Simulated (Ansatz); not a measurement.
MgI2 built on the CdCl2 prototype, relaxed with r2SCAN+rVV10: space group R-3m (No. 166), trigonal; a = 4.157 Å, c = 20.677 Å in the conventional setting, 34.39 Å³ an atom. Mg is surrounded by 6 I at 2.92 Å; I is surrounded by 3 Mg at 2.92 Å. One-shot G0W0@PBE in the PAW code Ansatz on a 4×4×4 mesh (contour deformation, no spin-orbit coupling), from a PBE gap of 3.263 eV over the mesh points (the G0W0 gap is indirect on the mesh); the number N of bands summed and the screening cutoff rise together. Simulation only: spin-unpolarised, and no claim that this is the phase found in nature.

```tsv
N	cutoff (eV)	1000/N	G0W0 gap (eV)
189	80	5.291	4.729
410	140	2.439	4.888
```

Q: Lay a straight line in 1000/N through these rows.

A: The slope is -0.0558 eV per unit of 1000/N and the intercept 5.024 eV.

Q: Predict the gap at N = 734 (210 eV).

A: 5.024 + (-0.0558) × 1.362 = 4.948 eV; the run gives 4.967 eV, +0.019 eV from the line.

Q: With that run's result added, what limit do the last two rows suggest?

A: Their slope is (4.967 − 4.888)/(1.362 − 2.439) = -0.0734, which meets 1/N = 0 at 5.07 eV, against 5.024 eV from the first line. The slope steepens, so 1/N isn't yet asymptotic and the true limit probably lies higher still; the k mesh isn't extrapolated.

No spin-orbit coupling is included; it can move band edges with weight on the heavy atoms by tenths of an eV.
